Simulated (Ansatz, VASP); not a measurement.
# MgO (Periclase) in two plane-wave programs

Aim: how closely do two programs agree when they are given the same cell, functional and k mesh?

Calculated with Ansatz 0.2.0; plane waves, with VASP 6.6.1 beside it; single point at PBE, dielectric response at PBE and single point at r2SCAN.

The database entry behind the starting cell differs from later determinations by our own check (about 0.1 % long), so it need not match the best structure at ambient conditions.

### 1. Set-up

It takes space group Fm-3m (No. 225, cubic). Conventional cell: a = 4.217 Å, b = 4.217 Å, c = 4.217 Å, α = 90.00°, β = 90.00°, γ = 90.00°. Nearest to Mg lie 6 O at 2.11 Å. Nearest to O lie 6 Mg at 2.11 Å. Farther neighbours and most contacts between anions are not listed.

### 2. VASP: single point, PBE

With cell and atoms fixed, the geometry can't cause a difference; cores, projectors, grids and the points listed under the comparison can.

Lines of VASP's logs that name or quote its potential files are left out, and so is its time.

The input, INCAR:

```
SYSTEM = MgO
PREC = Accurate
ENCUT = 520
EDIFF = 1E-07
NELM = 100
ISMEAR = 0
SIGMA = 0.05
LREAL = .FALSE.
ALGO = Normal
GGA = PE
NBANDS = 10
LORBIT = 11
LWAVE = .FALSE.
LCHARG = .FALSE.
KPAR = 4
```

The input, POSCAR:

```
MgO
1.0
    0.0000000000      2.1085000000      2.1085000000
    2.1085000000      0.0000000000      2.1085000000
    2.1085000000      2.1085000000      0.0000000000
Mg O
1 1
Direct
    0.0000000000      0.0000000000      0.0000000000
    0.5000000000      0.5000000000      0.5000000000
```

The input, KPOINTS:

```
Automatic mesh
0
Gamma
9 9 9
0 0 0
```

The projector-augmented-wave data sets are Mg and O (PBE family, release 64).

Started as:

```
$ mpirun -np 4 vasp_std
```

Numbers of over 12 decimals in the logs are rounded to 6 here.

The program printed:

```text
[banner, memory and clock lines left out]
running    4 mpi-ranks, on    1 nodes
 distrk:  each k-point on    1 cores,    4 groups
 distr:  one band on    1 cores,    1 groups

 POSCAR found type information on POSCAR MgO
 POSCAR found :  2 types and       2 ions
 LDA part: xc-table for (Slater+PW92), standard interpolation
 POSCAR, INCAR and KPOINTS ok, starting setup
 FFT: planning ... GRIDC
 FFT: planning ... GRID_SOFT
 FFT: planning ... GRID
 WAVECAR not read
 entering main loop
       N       E                     dE             d eps       ncg     rms          rms(c)
DAV:   1     0.166234358136E+02    0.16623E+02   -0.46996E+03   788   0.713E+02
DAV:   2    -0.127920230463E+02   -0.29415E+02   -0.28641E+02   756   0.142E+02
DAV:   3    -0.134654926570E+02   -0.67347E+00   -0.67309E+00   842   0.202E+01
DAV:   4    -0.134669060948E+02   -0.14134E-02   -0.14134E-02   760   0.106E+00
DAV:   5    -0.134669105030E+02   -0.44082E-05   -0.44082E-05   804   0.594E-02    0.722E+00
DAV:   6    -0.119255319200E+02    0.15414E+01   -0.90943E+00   708   0.179E+01    0.224E+00
DAV:   7    -0.119126936037E+02    0.12838E-01   -0.49424E-02   744   0.218E+00    0.133E+00
DAV:   8    -0.119073622234E+02    0.53314E-02   -0.26441E-02   712   0.200E+00    0.205E-01
DAV:   9    -0.119071293441E+02    0.23288E-03   -0.34056E-04   792   0.142E-01    0.124E-01
DAV:  10    -0.119071555562E+02   -0.26212E-04   -0.39241E-04   748   0.161E-01    0.736E-03
DAV:  11    -0.119071569900E+02   -0.14338E-05   -0.16790E-06   778   0.117E-02    0.521E-03
DAV:  12    -0.119071569141E+02    0.75884E-07   -0.64613E-07   774   0.688E-03
   1 F= -.11907157E+02 E0= -.11907157E+02  d E =-.154038E-21
```

From OUTCAR (step 2):

```text
ion  position               nearest neighbor table
   1  0.000  0.000  0.000-   2 2.11   2 2.11   2 2.11   2 2.11   2 2.11   2 2.11
   2  0.500  0.500  0.500-   1 2.11   1 2.11   1 2.11   1 2.11   1 2.11   1 2.11

  LATTYP: Found a face centered cubic cell.
 ALAT       =     4.2170000000

 Subroutine GETGRP returns: Found 48 space group operations
 (whereof 48 operations were pure point group operations)

The static configuration has the point symmetry O_h .

 Found     35 irreducible k-points:

   k-points           NKPTS =     35   k-points in BZ     NKDIM =     35   number of bands    NBANDS=     10

   dimension x,y,z NGX =    24 NGY =   24 NGZ =   24
   dimension x,y,z NGXF=    48 NGYF=   48 NGZF=   48

   ENCUT  =  520.0 eV  38.22 Ry    6.18 a.u.   5.54  5.54  5.54*2*pi/ulx,y,z

   NELECT =       8.0000    total number of electrons

 k-points in reciprocal lattice and weights: Automatic mesh
   0.00000000  0.00000000  0.00000000       0.001
   0.11111111  0.00000000  0.00000000       0.011
   0.22222222  0.00000000  0.00000000       0.011
   0.33333333  0.00000000  0.00000000       0.011
   0.44444444  0.00000000  0.00000000       0.011
   0.11111111  0.11111111  0.00000000       0.008
   0.22222222  0.11111111  0.00000000       0.033
   0.33333333  0.11111111  0.00000000       0.033
   0.44444444  0.11111111  0.00000000       0.033
[...]
-0.33333333  0.44444444  0.11111111       0.033
  -0.33333333  0.44444444  0.22222222       0.033

 average (electrostatic) potential at core
       1 -35.0569       2 -69.5882

 E-fermi :   3.4814

 k-point     1 :       0.0000    0.0000    0.0000
  band No.  band energies     occupation
      1     -14.0848      2.00000
      2       3.1606      2.00000
      3       3.1606      2.00000
      4       3.1606      2.00000
      5       7.8529      0.00000
      6      18.9406      0.00000
      7      18.9406      0.00000
      8      18.9406      0.00000
      9      22.8479      0.00000
    ...

 k-point     2 :       0.1111    0.0000    0.0000
  band No.  band energies     occupation
      1     -13.9556      2.00000
      2       2.3793      2.00000
      3       3.0786      2.00000
      4       3.0786      2.00000
      5       8.6060      0.00000
      6      17.4992      0.00000
      7      19.2300      0.00000
      8      19.2300      0.00000
      9      23.7751      0.00000
    ...

 k-point     3 :       0.2222    0.0000    0.0000
  band No.  band energies     occupation
      1     -13.6089      2.00000
      2       0.8848      2.00000
      3       2.8787      2.00000
      4       2.8787      2.00000
      5       9.9311      0.00000
      6      15.9434      0.00000
      7      19.7324      0.00000
      8      19.7324      0.00000
      9      23.1785      0.00000
    ...

  Total        0.3937889      0.3937889      0.3937889      0.0000000     -0.0000000      0.0000000
  in kB       33.6529581     33.6529581     33.6529581      0.0000000     -0.0000000      0.0000000
  external PRESSURE =      33.6529581 kB  Pullay stress =       0.0000000 kB

  energy-cutoff  :      520.00
  volume of cell :       18.75
      direct lattice vectors                 reciprocal lattice vectors
     0.000000000  2.108500000  2.108500000    -0.237135404  0.237135404  0.237135404
     2.108500000  0.000000000  2.108500000     0.237135404 -0.237135404  0.237135404
     2.108500000  2.108500000  0.000000000     0.237135404  0.237135404 -0.237135404

 POSITION                                       TOTAL-FORCE (eV/Angst)
 -----------------------------------------------------------------------------------
      0.00000      0.00000      0.00000         0.000000      0.000000     -0.000000
      2.10850      2.10850      2.10850        -0.000000     -0.000000      0.000000
 -----------------------------------------------------------------------------------
    total drift:                               -0.000000     -0.000000      0.000000

  FREE ENERGIE OF THE ION-ELECTRON SYSTEM (eV)
  ---------------------------------------------------
  free  energy   TOTEN  =       -11.9071569141 eV

  energy  without entropy=      -11.9071569141  energy(sigma->0) =      -11.90715691

 total charge
# of ion       s       p       d       tot
------------------------------------------
    1        0.148   0.178   0.079   0.405
    2        1.542   3.559   0.000   5.101
--------------------------------------------------
tot          1.690   3.737   0.079   5.505

[... 3 further parts left out ...]
```

The run ends at a pressure of 3.37 GPa.

### 3. Ansatz: single point, PBE

Ansatz runs on its default PAW (the set named soft_2) files.

The same cell, functional, mesh and smearing now go to Ansatz, which takes its cutoff from its data sets.

The input, input.yaml:

```yaml
crystal:
  lattice:
    - [0.0, 2.1085, 2.1085]
    - [2.1085, 0.0, 2.1085]
    - [2.1085, 2.1085, 0.0]
  atoms:
    - { symbol: Mg, position: [0.0, 0.0, 0.0] }
    - { symbol: O, position: [0.5, 0.5, 0.5] }
hamiltonian:
  xc: pbe
  pseudopotentials: { kind: paw }
kpoints:
  mp_grid: { grid: [9, 9, 9] }
scf:
  occupations: { method: gaussian, width: 0.05 }
  n_extra_bands: 4
output:
  forces: true
  stress: true
  eigenvalues: true
```

Started as:

```
$ ansatz run input.yaml --threads 2 --pin off --max-ram 4608MiB --backend cpu --events-out ev --progress --plain --runs-dir out
```

The program printed:

```text
scf.n_extra_bands = 4 over 8 filled bands (N_el = 16.0): the run solves 12 bands
Engine: ansatz 0.2.0, aarch64-unknown-linux-gnu
Pseudopotentials: kind: paw
Pseudopotential: Mg, paw, valence charge 10, recommended cutoff 420 eV (normal), Mg.paw.azcp
Pseudopotential: O, paw, valence charge 6, recommended cutoff 420 eV (normal), O.paw.azcp
Functional definition: PBE
  parameter kappa = 0.804
  parameter beta = 0.066725
  exchange = pbe_x(kappa = kappa, mu = beta*pi^2/3)
  correlation = pbe_c(beta = beta)
Crystal: 2 atoms, lattice volume = 18.748 Å³
Basis set: ecut = 420 eV, 339 PW (Γ), exchange–correlation on 40×40×40 points (8 copies of the dense FFT grid, shifted against one another)
Bands: 12, of which v1, the nominal top of the filled ones, is band 8 counted from 1 (7 counted from 0)
Symmetry: 48 space group operations
Space group: Fm-3m (ITA 225), of the structure as read, at distance tolerance 2.7e-5 Å
k-points: 35 of 729
Non-local potential: Mg, projectors of the file, l = 0: 3, l = 1: 2, l = 2: 1
Non-local potential: O, projectors of the file, l = 0: 2, l = 1: 2, l = 2: 1
PAW form: soft (Blöchl's): semilocal exchange-correlation on the pseudo side does not see the compensation charge
PAW one-centre angular grid: Mg, 110 points (default); XC on 64 Gauss nodes
PAW one-centre angular grid: O, 110 points (default); XC on 64 Gauss nodes
Initial density: superposition of atomic densities (neutral atoms: chi_scale 0, normalization atom), corrected by the library's trained network
Initial wavefunctions: pseudopotential atomic-orbital guess
Functional: x = pbe(κ = 0.804, μ = 0.219515), c = pbe(β = 0.066725)
SCF iter   1: F=—  HF=-2494.132442 eV  |F-HF|=—  |Δ(HF+E_count)|=         —  Δρ=5.70e-4  dr2=7.44e-6  ethr=1.77e-3  ⟨swp⟩=5.6  Hψ=2402  notcnv=0
preconditioner: auto → none  [insulator: Δε(μ)=4.708 eV  Ē_g=18.502 eV  σ=0.050 eV  W_gap=1.00  n_scr=8 (ndim 8)  ℏωp=24.3 eV  f_vac=0.000  D(μ)=0.00/eV (n_scr^D=0)  ε∞_Penn≈2.7]
SCF iter   2: F=—  HF=-2494.132763 eV  |F-HF|=—  |Δ(HF+E_count)|=   3.21e-4  Δρ=3.72e-4  dr2=9.48e-6  ethr=4.65e-8  ⟨swp⟩=3.5  Hψ=1227  notcnv=0
SCF iter   3: F=—  HF=-2494.132783 eV  |F-HF|=—  |Δ(HF+E_count)|=   1.97e-5  Δρ=2.16e-4  dr2=2.65e-6  ethr=4.65e-8  ⟨swp⟩=2.0  Hψ=676  notcnv=0
SCF iter   4: F=—  HF=-2494.132800 eV  |F-HF|=—  |Δ(HF+E_count)|=   1.76e-5  Δρ=3.64e-5  dr2=1.05e-7  ethr=1.65e-8  ⟨swp⟩=2.0  Hψ=665  notcnv=0
iter 5 did not close the SCF: its close was put off for the readings that it lacked (scf_convergence_deferred on its scf_iter line)
SCF iter   5: F=-2494.132800 eV  HF=-2494.132800 eV  |F-HF|=1.27e-8  |Δ(HF+E_count)|=   4.19e-8  Δρ=1.03e-5  dr2=8.91e-9  ethr=6.57e-10  ⟨swp⟩=2.2  Hψ=700  notcnv=0
SCF iter   6: F=-2494.132800 eV  HF=-2494.132800 eV  |F-HF|=1.72e-9  |Δ(HF+E_count)|=   6.00e-9  Δρ=3.76e-6  dr2=1.30e-9  ethr=5.57e-11  ⟨swp⟩=1.9  Hψ=1301  notcnv=0
SCF 1 converged in 6 iterations: F = -2494.132800 eV  dr2 = 1.30e-9
  greatest PAW one-centre occupation: 1.000 electrons in one spin orbital (limit 2), on the Mg atom at site 0 (counted from 0), in its partial waves of l = 0
SCF converged after 6 iterations
Free energy (F): -2494.132800 eV
Harris-Foulkes:  -2494.132800 eV  (|F-HF|=1.72e-9)
Internal energy: -2494.132800 eV  (E = F + TS)
E sigma→0 (E₀):  -2494.132800 eV
Fermi energy:    10.446219 eV
--- Per-component energies (eV) ---
  E_band       = -293.271811
  E_kinetic    = 255.747947
  E_local      = -1604.633775  (includes V_loc(G=0)·N_el)
  E_nonlocal   = 142.808100
  E_hartree    = 555.153367
  E_xc         = -105.259698
  E_vxc        = -134.890008  (∫ρ·V_xc dr)
  E_paw        = -450.094386  (= ΣΔE_a)
  E_vpaw       = -62.612126  (= ΣTr[D̂ρ^β])
  E_aug_tail   = 0.002520  (compensation charges beyond the density's cutoff)
  E_ewald      = -1287.856876
  E_smearing   = -0.000000  (= −TS)
  E_closure    = -0.000000  (closes the sum)
  Σ components = -2494.132800   (vs F -2494.132800, Δ=0.00e0)
--- Forces (eV/Å), atoms counted from 1 ---
  atom   1  Mg    -0.00000000     0.00000000     0.00000000
  atom   2  O      0.00000000    -0.00000000    -0.00000000
  max |Σ_I F_I| component: 2.26e-29 eV/Å
--- Stress (GPa, compression-positive) ---
        4.094872      -0.000000       0.000000
       -0.000000       4.094872      -0.000000
        0.000000       0.000000       4.094872
  P = ⅓ Tr σ = 4.0949 GPa (40.949 kbar)
--- Band table (eV; the first three rows and the last of 35) ---
  k-point 0: bands = [... 4 lower, -9.1430, 8.0914, 8.0914, 8.0914, 12.8004, 23.8927, 23.8927, 23.8927]
  k-point 1: bands = [... 4 lower, -9.0098, 7.3125, 8.0096, 8.0096, 13.5518, 22.4452, 24.1806, 24.1806]
  k-point 2: bands = [... 4 lower, -8.6527, 5.8217, 7.8107, 7.8107, 14.8770, 20.8872, 24.6845, 24.6845]
  k-point 34: bands = [... 4 lower, -7.5772, 4.8564, 5.4501, 6.4900, 19.4185, 19.6656, 20.3668, 23.9849]
```

It took 0.83 s on 2 threads of Arm Neoverse N1, shared host; peak memory 0.23 GiB.

The run ends at a pressure of 4.09 GPa.

### 4. Side by side

Known differences besides the PAW data sets themselves: the data sets hold 16 valence electrons in Ansatz (default PAW (the set named soft_2) files) and 8 in VASP; the cutoff is 420 eV in Ansatz and 520 eV in VASP; VASP leaves aspherical gradient terms in its spheres out (LASPH is not set), Ansatz keeps them. Total energies have different zeros and are not compared.

Compared:

| quantity | Ansatz | VASP | difference |
| --- | --- | --- | --- |
| pressure (GPa) | 4.09 | 3.37 | +0.73 |
| gap on the k mesh (eV) | 4.709 | 4.692 | +0.017 |

Ansatz's pressure holds a Pulay correction of 0.60 GPa; VASP's holds none.

### 5. VASP: dielectric response, PBE

The response to a field tests empty states and converges slowly with the mesh.

The input, INCAR:

```
SYSTEM = MgO
PREC = Accurate
ENCUT = 520
EDIFF = 1E-08
NELM = 100
ISMEAR = 0
SIGMA = 0.01
LREAL = .FALSE.
ALGO = Normal
GGA = PE
NBANDS = 10
LWAVE = .FALSE.
LCHARG = .FALSE.
KPAR = 4
LEPSILON = .TRUE.
```

POSCAR is that of step 2.

The input, KPOINTS:

```
Automatic mesh
0
Gamma
14 14 14
0 0 0
```

Started as:

```
$ mpirun -np 4 vasp_std
```

The program printed:

```text
[... set-up lines as in an earlier step ...]
 entering main loop
       N       E                     dE             d eps       ncg     rms          rms(c)
DAV:   1     0.137154224548E+02    0.13715E+02   -0.46612E+03  2384   0.707E+02
DAV:   2    -0.129245615065E+02   -0.26640E+02   -0.26011E+02  2342   0.138E+02
DAV:   3    -0.134656174048E+02   -0.54106E+00   -0.54058E+00  2460   0.181E+01
DAV:   4    -0.134668944607E+02   -0.12771E-02   -0.12770E-02  2320   0.991E-01
[...]
DAV:  13    -0.119071503259E+02   -0.12477E-07   -0.26508E-08  2068   0.956E-04    0.123E-04
DAV:  14    -0.119071502991E+02    0.26764E-07   -0.92053E-10  1138   0.237E-04    0.926E-06
DAV:  15    -0.119071503000E+02   -0.92905E-09   -0.30252E-11  1120   0.531E-05
   1 F= -.11907150E+02 E0= -.11907150E+02  d E =-.274521E-29
 Linear response reoptimize wavefunctions to high precision
DAV:   1    -0.119071503000E+02    0.88448E-10   -0.25120E-12  1196   0.145E-05
 Linear response G [H, r] |phi>, progress :
  Direction:   1
       N       E                     dE             d eps       ncg     rms
[...]
change of polarisation eV/A/(eV/A) component  2 :     0.032     0.221    -0.000
 dielectric tensor                  component  2 :     0.310     3.134    -0.002
 Linear response to external field, progress :
  Direction:   3
       N       E                     dE             d eps       ncg     rms          rms(c)
RMM:   1    -0.113529874838E+00   -0.11353E+00   -0.33858E-01 10707   0.163E+00
RMM:   2    -0.113918141884E+00   -0.38827E-03   -0.87224E-04  7637   0.201E-01    0.528E-01
RMM:   3    -0.113074217813E+00    0.84392E-03   -0.10360E-03  7599   0.268E-01    0.320E-01
RMM:   4    -0.120796725226E+00   -0.77225E-02   -0.19976E-03  7580   0.394E-01    0.323E-02
RMM:   5    -0.121629036741E+00   -0.83231E-03   -0.30074E-05  7947   0.505E-02    0.635E-03
RMM:   6    -0.121732978637E+00   -0.10394E-03   -0.40618E-07  8137   0.578E-03    0.259E-03
RMM:   7    -0.121776384577E+00   -0.43406E-04   -0.12975E-07  8115   0.316E-03    0.151E-04
RMM:   8    -0.121778012020E+00   -0.16274E-05   -0.12963E-09  7743   0.240E-04    0.694E-05
RMM:   9    -0.121778208549E+00   -0.19653E-06   -0.68686E-10  6941   0.128E-04    0.725E-06
 change of polarisation eV/A/(eV/A) component  3 :     0.005     0.025     0.221
 dielectric tensor                  component  3 :     0.050     0.238     3.134
 Born effective charges drift removed
```

From OUTCAR (step 5):

```text
  Total        0.3945109      0.3945109      0.3945109      0.0000000      0.0000000     -0.0000000
  in kB       33.7146620     33.7146620     33.7146620      0.0000000      0.0000000     -0.0000000
  external PRESSURE =      33.7146620 kB  Pullay stress =       0.0000000 kB

 POSITION                                       TOTAL-FORCE (eV/Angst)
 -----------------------------------------------------------------------------------
      0.00000      0.00000      0.00000        -0.000000     -0.000000      0.000000
      2.10850      2.10850      2.10850         0.000000      0.000000      0.000000
 -----------------------------------------------------------------------------------
    total drift:                               -0.000000     -0.000000      0.000000

 MACROSCOPIC STATIC DIELECTRIC TENSOR (including local field effects in DFT)
 ------------------------------------------------------
           3.133501    -0.000000     0.000000
          -0.000000     3.133501     0.000000
          -0.000000    -0.000000     3.133501
 ------------------------------------------------------

[... 1 part as in an earlier step ...]

[... 1 further part left out ...]
```

Energies printed during the response cycles are not total energies of the cell.

### 6. Ansatz: dielectric response, PBE

The same cell, functional and mesh now go to Ansatz, which takes its cutoff from its data sets.

input.yaml, the sections that differ from step 3:

```yaml
kpoints:
  mp_grid: { grid: [14, 14, 14] }
scf:
  occupations: { method: fixed }
dielectric:
  method: response
# crystal, hamiltonian: as in step 3
# output: removed
```

Started as:

```
$ ansatz run input.yaml --threads 2 --pin off --max-ram 4608MiB --backend cpu --events-out ev --progress --plain --runs-dir out
```

The program printed:

```text
[...]
Crystal: 2 atoms, lattice volume = 18.748 Å³
Basis set: ecut = 420 eV, 339 PW (Γ), exchange–correlation on 40×40×40 points (8 copies of the dense FFT grid, shifted against one another)
Bands: 12, of which v1, the nominal top of the filled ones, is band 8 counted from 1 (7 counted from 0)
Symmetry: 48 space group operations
k-points: 244 of 2744 (irreducible under 8 space group operations, time reversal used)
[...]
Born effective charges Z* (e; rows j = field, columns β = displacement):
    site 0:
         1.98716    0.00000   -0.00000
         0.00000    1.98716    0.00000
         0.00000   -0.00000    1.98716
    site 1:
        -1.98716   -0.00000    0.00000
        -0.00000   -1.98716    0.00000
         0.00000    0.00000   -1.98716
  Z* charge neutrality: 2.373e-6 e pre-enforcement
  k-mesh period / interband length: 41.7 Å / 1.47 Å = 28.37 at k = (0.0000, 0.0000, 0.0000), direct gap 4.709 eV — 14 or more, which is no proof of convergence
[key lines of the parts left out:]
SCF converged after 7 iterations
Free energy (F): -2494.132766 eV
Fermi energy:    8.091447 eV
```

The job ended after 14 s (2 threads; peak memory 0.36 GiB; 27 s of CPU time).

### 7. Comparison

What differs besides the data sets and the points named for the pairs above, as far as they apply: VASP's response is taken on the typed mesh, Ansatz refines its own for the field response alone. Total energies have different zeros and are not compared.

Compared:

```csv
quantity,Ansatz,VASP,difference
ε∞ xx,3.21,3.13,+2.39 %
ε∞ yy,3.21,3.13,+2.39 %
ε∞ zz,3.21,3.13,+2.39 %
Born charge of Mg1 (mean of the diagonal) (e),1.99,1.97,+0.02
Born charge of O2 (mean of the diagonal) (e),-1.99,-1.97,-0.02
```

[end of part 1 of 2]

[Lines on the potential files, build, host, timing and source positions are cut from VASP's logs without a mark.]

[Logs are printed without paths, hosts, clocks, repeated set-up lines and the standing remarks that a program may print on its own settings, such as how far it seeks lower states.]

[Hosts, paths, dates, database ids (printed as entryN), source tags and the programs' standing remarks are cut or masked in the printed files.]
